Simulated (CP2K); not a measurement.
Te2Mo:

```xyz
6
Lattice="3.5182 0.0000 0.0000 -1.7591 3.0469 0.0000 0.0000 0.0000 13.9736" Properties=species:S:1:pos:R:3 pbc="T T T"
Te    1.7591    1.0156    5.2960
Te    0.0000    2.0312   12.2828
Te    1.7591    1.0156    1.6908
Te    0.0000    2.0312    8.6776
Mo    1.7591    1.0156   10.4802
Mo    0.0000    2.0312    3.4934
```

Program: CP2K 2026.2. Alike in all runs: task band structure; no spin polarisation; cell as given; k mesh 9 × 9 × 2.

Task: Order these runs on this cell by their pressure, lowest first.
A. level LDA; potentials or basis GTH_POTENTIALS Te GTH-PADE-q6, Mo GTH-PADE-q14; TZVP-MOLOPT-PBE-GTH basis; smearing fermi-dirac 0.0259 eV; EPS_DEFAULT 1.0E-9; NGRIDS 4; points a segment of the path (NPOINTS) 10; bands added on the path 4; MPI ranks 4
B. level PBE; potentials or basis POTENTIAL_UZH Te GTH-PBE-q6, Mo GTH-PBE-q14; TZVP-MOLOPT-PBE-GTH basis; smearing fermi-dirac 0.0259 eV; EPS_DEFAULT 1.0E-10; NGRIDS 5; points a segment of the path (NPOINTS) 8; bands added on the path 4
C. level PBEsol; potentials or basis POTENTIAL_UZH Te GTH-PBE-q6, Mo GTH-PBE-q14; TZVP-MOLOPT-PBE-GTH basis; smearing fermi-dirac 0.05 eV; EPS_DEFAULT 1.0E-9; NGRIDS 5; points a segment of the path (NPOINTS) 6; bands added on the path 2; MPI ranks 4

Result: A (-1.4 GPa), C (2.5 GPa), B (5.4 GPa).

Caveats: the basis of atomic orbitals isn't converged, which shifts pressures, moduli and gaps; this functional lacks dispersion, which binds the layers, so the pressure and a relaxed spacing across them are unreliable (some runs); the potentials were made for another functional, which shifts forces and pressure (some runs).

Not every run made on this cell is shown here.
